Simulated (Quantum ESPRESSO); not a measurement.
**NbAs under changes of volume**

One of the cells (17.395 Å³/atom); the others are scaled copies at fixed shape and fractional positions:

```xyz
4
Lattice="-1.7259 1.7259 5.8400 1.7259 -1.7259 5.8400 1.7259 1.7259 -5.8400" Properties=species:S:1:pos:R:3 pbc="T T T"
Nb    0.0000    1.7259    0.0000
Nb    0.0000    0.0000    8.7600
As    0.0000    1.7259    4.8589
As    0.0000    0.0000    1.9389
```

- Program: Quantum ESPRESSO 7.5
- Functional: LDA
- Potentials or basis: GBRV 1.5 LDA
- Cutoff: 612 eV
- Density cutoff: 4898 eV
- k mesh: 11 × 11 × 11
- Occupations: fermi-dirac, width 0.05 eV
- Spin: no spin polarisation

```tsv
volume (Å³/atom)	energy over the lowest point (meV/atom)	pressure (GPa)
16.351	11.69	6.8
16.699	1.34	2.4
17.047	0.00	-1.5
17.395	6.71	-5.0
17.743	?	?
18.091	41.01	-10.9
18.438	67.15	-13.4
```

What does the run at 17.743 Å³/atom give?

Energy over the lowest point 20.63 meV/atom; pressure -8.1 GPa.

Worked out: A Birch-Murnaghan fit of order 3 (a polynomial in V^(-2/3)) to the other rows has its minimum at 16.93 Å³/atom with B0 = V·E''(V) = 187 GPa and B' = 4.3 at fixed shape and positions, which overstates the stiffness. It gives 20.62 meV/atom at 17.743 Å³/atom, against the run's 20.63, and -dE/dV = -8.0 GPa, against -8.1.

Energies are extrapolated to zero smearing.
